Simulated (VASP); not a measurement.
# Se (P3_121) in VASP: notebook, part 2 of 2

VASP 6.6.1.

## (4) Single point, PBE, spin-orbit coupling, no magnetisation

File INCAR:

```
SYSTEM = Se
PREC     = Accurate       ! precision mode
ENCUT    = 340            ! plane-wave cutoff, eV
EDIFF    = 1E-7           ! SCF threshold, eV
ISMEAR   = 0              ! smearing method
SIGMA    = 0.02           ! smearing width, eV
LREAL    = .FALSE.        ! projectors in reciprocal space
LASPH    = .TRUE.         ! aspherical terms in the spheres
NELM     = 100            ! most SCF steps
ALGO     = Normal         ! electronic algorithm
ISIF     = 2              ! what is computed and relaxed
LWAVE    = .FALSE.        ! write WAVECAR
LCHARG   = .FALSE.        ! write CHGCAR
LNONCOLLINEAR= .TRUE.         ! non-collinear magnetism
MAGMOM   = 0 0 0 0 0 0 0 0 0 ! initial moments
LORBIT   = 11             ! projections on sites
LSORBIT  = .TRUE.         ! spin-orbit coupling
GGA_COMPAT= .FALSE.      
GGA      = PE             ! functional
NBANDS   = 34             ! bands
```

File KPOINTS:

```
regular mesh
0
G
  4 4 3
  0 0 0
```

File POSCAR:

```
Se
1.0
    4.3662000000      0.0000000000      0.0000000000
   -2.1831000000      3.7812401180      0.0000000000
    0.0000000000      0.0000000000      4.9536000000
Se
3
Direct
    0.7746000000      0.7746000000      0.0000000000
    0.0000000000      0.2254000000      0.6666666667
    0.2254000000      0.0000000000      0.3333333333
```

Potentials or basis: VASP PAW PBE potentials, release 64 (Se).

Run with:

```sh
> cat potpaw_PBE.64/Se/POTCAR > POTCAR
> mpirun -np 1 vasp_ncl > vasp.out
```

OUTCAR:

```text
SYSTEM = Se
   PREC = Accurate
   ENCUT = 340
   EDIFF = 1E-7
   ISMEAR = 0
   LREAL = .FALSE.
   LASPH = .TRUE.
   NELM = 100
   ISIF = 2
   LNONCOLLINEAR = .TRUE.
   LORBIT = 11
   LSORBIT = .TRUE.
   GGA = PE

 Found     11 irreducible k-points:

 Following reciprocal coordinates:
            Coordinates               Weight
  0.000000  0.000000  0.000000      1.000000
  0.250000  0.000000  0.000000      6.000000
  0.500000  0.000000  0.000000      3.000000
  0.250000  0.250000  0.000000      3.000000
 -0.250000 -0.250000  0.000000      3.000000
  0.000000  0.000000  0.333333      2.000000
   k-points           NKPTS =     11   k-points in BZ     NKDIM =     11   number of bands    NBANDS=     34
   number of dos      NEDOS =    301   number of ions     NIONS =      3
   total plane-waves  NPLWV =  23520
   dimension x,y,z NGX =    28 NGY =   28 NGZ =   30
   dimension x,y,z NGXF=    56 NGYF=   56 NGZF=   60
   ions per type =               3
   NGX,Y,Z   is equivalent  to a cutoff of  10.66, 10.66, 10.07 a.u.
   NGXF,Y,Z  is equivalent  to a cutoff of  21.32, 21.32, 20.14 a.u.
 SYSTEM =  Se
   PREC   = accura    normal or accurate (medium, high low for compatibility)
   ISTART =      0    job   : 0-new  1-cont  2-samecut
   ICHARG =      2    charge: 1-file 2-atom 10-const
   ISPIN  =      1    spin polarized calculation?
   LNONCOLLINEAR =      T non collinear calculations
   LSORBIT =      T    spin-orbit coupling
   LASPH  =      T    aspherical Exc in radial PAW
   ENCUT  =  340.0 eV  24.99 Ry    5.00 a.u.   6.56  6.56  7.45*2*pi/ulx,y,z
   NELM   =    100;   NELMIN=  2; NELMDL= -5     # of ELM steps
   EDIFF  = 0.1E-06   stopping-criterion for ELM
   LREAL  =      F    real-space projection
   EDIFFG = 0.1E-05   stopping-criterion for IOM
   NSW    =      0    number of steps for IOM
   IBRION =     -1    ionic relax: 0-MD 1-quasi-New 2-CG
   NFREE  =      0    steps in history (QN), initial steepest desc. (CG)
   ISIF   =      2    stress and relaxation
   ISYM   =      2    0-nonsym 1-usesym 2-fastsym
   POTIM  = 0.5000    time-step for ionic-motion
   TEBEG  =    0.0;   TEEND  =   0.0 temperature during run
   PSTRESS=    0.0 pullay stress
   NELECT =      18.0000    total number of electrons
   NUPDOWN=      -1.0000    fix difference up-down
   EMIN   =  10.00;   EMAX   =-10.00  energy-range for DOS
   EFERMI =   0.00;   METHOD = LEGACY
   ISMEAR =     0;   SIGMA  =   0.02  broadening in eV -4-tet -1-fermi 0-gaus
   EFERMI_NEDOS =   21; number of points for ismear=-14 and -15
   IALGO  =     38    algorithm
   IMIX   =      4    mixing-type and parameters
     AMIX     =   0.40;   BMIX     =  1.00
     AMIX_MAG =   1.60;   BMIX_MAG =  1.00
  volume/ion in A,a.u.               =      27.26       183.96
  Fermi-wavevector in a.u.,A,eV,Ry     =   0.988430  1.867862 13.292817  0.976995
  Thomas-Fermi vector in A             =   2.119956
   LORBIT       =     11    0 simple, 1 ext, 2 COOP (PROOUT), +10 PAW based schemes
   GGA     = PE    functional components
   LHFCALC =     F    Hartree Fock is set to
   AEXX    =    0.0000 exact exchange contribution
   IVDW    =     0    specifies the selected vdW correction
   LEPSILON=     F    determine dielectric tensor
   LRPA    =     F    only Hartree local field effects (RPA)
 Gauss-broadening in eV      SIGMA  =   0.02
  energy-cutoff  :      340.00
  volume of cell :       81.78
 maximum number of plane-waves:      2370
 NGX is ok and might be reduce to    28
   NGX = 13   NGY = 13   NGZ = 15

 number of electron      18.0000000 magnetization       0.0000000      0.0000000      0.0000000

 number of electron      17.9999996 magnetization      -0.0000000     -0.0000000      0.0000000

 number of electron      17.9999996 magnetization       0.0000000      0.0000000     -0.0000000

 Free energy of the ion-electron system (eV)
  ---------------------------------------------------
  ext. energy  EPLUGINS =         0.00000000
  ---------------------------------------------------
  free energy    TOTEN  =       -10.53717128 eV

  energy without entropy =      -10.53717128  energy(sigma->0) =      -10.53717128

 E-fermi :   2.5707     XC(G=0):  -8.8412

 val. band max:        2.4510080775   @ k =  -0.2500  -0.2500  -0.3333
 cond. band min:       3.9035761634   @ k =   0.0000   0.0000   0.3333
 fundamental gap:      1.4525680859
 Fermi energy:         2.5707208802

 k-point     1 :       0.0000    0.0000    0.0000
  band No.  band energies     occupation
      1     -13.1693      1.00000
      2     -13.1693      1.00000
      3      -9.0473      1.00000
      4      -9.0473      1.00000
      5      -9.0462      1.00000
      6      -9.0462      1.00000
[... 187 lines left out ...]
     29      10.5274      0.00000
     30      10.5304      0.00000

 [... further k-points ...]

 [bands above 30 left out]

------------------------ aborting loop because EDIFF is reached ----------------------------------------

  FORCE on cell =-STRESS in cart. coord.  units (eV):
  Direction    XX          YY          ZZ          XY          YZ          ZX
  --------------------------------------------------------------------------------------
  -------------------------------------------------------------------------------------
  Total        1.2403393      1.2403393      2.0875104      0.0000000      0.0000000      0.0000000
  in kB       24.2992169     24.2992169     40.8959603      0.0000000      0.0000000      0.0000000
  external PRESSURE =      29.8314647 kB  Pullay stress =       0.0000000 kB

 VOLUME and BASIS-vectors are now :
 -----------------------------------------------------------------------------
  energy-cutoff  :      340.00
  volume of cell :       81.78
      direct lattice vectors                 reciprocal lattice vectors
     4.366200000  0.000000000  0.000000000     0.229032110  0.132231751  0.000000000
    -2.183100000  3.781240118  0.000000000     0.000000000  0.264463501  0.000000000
     0.000000000  0.000000000  4.953600000     0.000000000  0.000000000  0.201873385

 POSITION                                       TOTAL-FORCE (eV/Angst)
 -----------------------------------------------------------------------------------
      1.69103      2.92895      0.00000        -0.214849     -0.372129      0.000000
     -0.49207      0.85229      3.30240        -0.214849      0.372129      0.000000
      0.98414      0.00000      1.65120         0.429697      0.000000     -0.000000
 -----------------------------------------------------------------------------------
    total drift:                               -0.000000     -0.000000      0.000000

  FREE ENERGIE OF THE ION-ELECTRON SYSTEM (eV)
  ---------------------------------------------------
  free  energy   TOTEN  =       -10.5371712789 eV

  energy  without entropy=      -10.5371712789  energy(sigma->0) =      -10.53717128

 Spin-Orbit-Coupling matrix elements

 Ion:    1  E_soc:     -0.0448465
 l=   1
     0.0000000    -0.0072795    -0.0074202
    -0.0072795     0.0000000    -0.0077253
    -0.0074202    -0.0077253     0.0000000
 l=   2
     0.0000000     0.0000016     0.0000000     0.0000002     0.0000025
     0.0000016     0.0000000    -0.0000027    -0.0000011     0.0000019
     0.0000000    -0.0000027     0.0000000    -0.0000008     0.0000000
     0.0000002    -0.0000011    -0.0000008     0.0000000     0.0000002
     0.0000025     0.0000019     0.0000000     0.0000002     0.0000000
 l=   3
     0.0000000     0.0000000     0.0000000     0.0000000     0.0000000     0.0000000     0.0000000
     0.0000000     0.0000000     0.0000000     0.0000000     0.0000000     0.0000000     0.0000000
     0.0000000     0.0000000     0.0000000     0.0000000     0.0000000     0.0000000     0.0000000
     0.0000000     0.0000000     0.0000000     0.0000000     0.0000000     0.0000000     0.0000000
[... 29 lines left out ...]
 l=   2
     0.0000000    -0.0000003     0.0000000     0.0000025     0.0000025
    -0.0000003     0.0000000     0.0000001    -0.0000011    -0.0000008
     0.0000000     0.0000001     0.0000000    -0.0000036     0.0000000
     0.0000025    -0.0000011    -0.0000036     0.0000000     0.0000024
     0.0000025    -0.0000008     0.0000000     0.0000024     0.0000000
 l=   3
     0.0000000     0.0000000     0.0000000     0.0000000     0.0000000     0.0000000     0.0000000
     0.0000000     0.0000000     0.0000000     0.0000000     0.0000000     0.0000000     0.0000000
     0.0000000     0.0000000     0.0000000     0.0000000     0.0000000     0.0000000     0.0000000
     0.0000000     0.0000000     0.0000000     0.0000000     0.0000000     0.0000000     0.0000000
     0.0000000     0.0000000     0.0000000     0.0000000     0.0000000     0.0000000     0.0000000
     0.0000000     0.0000000     0.0000000     0.0000000     0.0000000     0.0000000     0.0000000
     0.0000000     0.0000000     0.0000000     0.0000000     0.0000000     0.0000000     0.0000000

 total charge

# of ion       s       p       d       tot
------------------------------------------
    1        1.513   2.183   0.058   3.753
    2        1.513   2.183   0.058   3.753
    3        1.513   2.183   0.058   3.753
--------------------------------------------------
tot          4.538   6.548   0.174  11.260

 magnetization (x)

# of ion       s       p       d       tot
------------------------------------------
    1        0.000  -0.000  -0.000   0.000
    2        0.000  -0.000  -0.000   0.000
    3       -0.000   0.000   0.000  -0.000
--------------------------------------------------
tot         -0.000   0.000   0.000   0.000

 magnetization (y)

# of ion       s       p       d       tot
------------------------------------------
    1        0.000  -0.000  -0.000   0.000
    2       -0.000   0.000   0.000  -0.000
    3        0.000   0.000  -0.000  -0.000
--------------------------------------------------
tot          0.000  -0.000  -0.000  -0.000

 magnetization (z)

# of ion       s       p       d       tot
------------------------------------------
    1        0.000   0.000  -0.000  -0.000
    2        0.000  -0.000   0.000  -0.000
    3        0.000   0.000   0.000   0.000
--------------------------------------------------
tot          0.000  -0.000  -0.000  -0.000
```

It took 67 s on 1 thread of Intel Xeon Platinum 8259CL at 2.50GHz (Skylake/Cascade Lake), shared host; peak memory 0.24 GiB.

These settings aren't checked as converged: the numbers below hold their error.

Results:

* Free energy: -10.5372 eV
* Pressure: 3.0 GPa
* Largest force: 0.430 eV/Å
* Valence electrons inside the program's atomic spheres: Se 3.75

Caveat: the k mesh is coarse (spacing up to 0.42 Å⁻¹), so the values aren't converged.
